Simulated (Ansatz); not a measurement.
Input, command and steps of an Ansatz relaxation.

```yaml
crystal:
  lattice:
    - [2.7054028628, 0.0, 0.0]
    - [-1.3527014314, 2.3429476066, 0.0]
    - [0.0, 0.0, 4.2617985196]
  atoms:
    - { symbol: Ru, position: [0.6666666667, 0.3333333333, 0.75] }
    - { symbol: Ru, position: [0.3333333333, 0.6666666667, 0.25] }
basis:
  ecutwfc: 500
kpoints:
  mp_grid: { grid: [18, 18, 10] }
hamiltonian:
  xc: r2scan
scf:
  occupations: { method: gaussian, width: 0.1 }
output:
  forces: true
  stress: true
  eigenvalues: true
relax:
  adjacent_minimum: "off"
  f_tol: 0.01
  max_steps: 60
  cell: { stress_tol: 0.1 }
```

```bash
ansatz run input.yaml --threads 1 --pin off --max-ram 2560MiB --backend cpu --events-out ev --progress --plain --runs-dir out
```

Level of theory: DFT r2SCAN, scalar-relativistic, plane waves, PAW (Ansatz).

Of 4 frames 3 are shown, positions in Å and forces in eV/Å; the SCF threshold varies from step to step. Steps run on the plane waves of an earlier cell, with a Pulay correction in the pressure. The basis is chosen afresh for the last frame, the zero of the energies, and at times for earlier ones too; energy and pressure step there, also at an unchanged geometry.

```xyz
2
Lattice="2.7054 0.0000 0.0000 -1.3527 2.3429 0.0000 0.0000 0.0000 4.2618" Properties=species:S:1:pos:R:3:forces:R:3 pbc="T T T" step=1 free_energy_over_end_meV_per_atom=0.08 pressure_GPa=-0.40
Ru    1.3527    0.7810    3.1963    0.0000    0.0000    0.0000
Ru    0.0000    1.5620    1.0655    0.0000    0.0000    0.0000
2
Lattice="2.6997 0.0000 0.0000 -1.3499 2.3380 0.0000 0.0000 0.0000 4.2677" Properties=species:S:1:pos:R:3:forces:R:3 pbc="T T T" step=2 free_energy_over_end_meV_per_atom=0.03 pressure_GPa=0.51
Ru    1.3499    0.7793    3.2007    0.0000    0.0000    0.0000
Ru    0.0000    1.5587    1.0669    0.0000    0.0000    0.0000
2
Lattice="2.7024 0.0000 0.0000 -1.3512 2.3403 0.0000 0.0000 0.0000 4.2659" Properties=species:S:1:pos:R:3:forces:R:3 pbc="T T T" step=4 free_energy_over_end_meV_per_atom=0.00 pressure_GPa=0.00
Ru    1.3512    0.7801    3.1994    0.0000    0.0000    0.0000
Ru    0.0000    1.5602    1.0665    0.0000    0.0000    0.0000
```

Time: 42 s on 1 thread of Arm Neoverse V2, on a shared host, peak memory 0.46 GiB.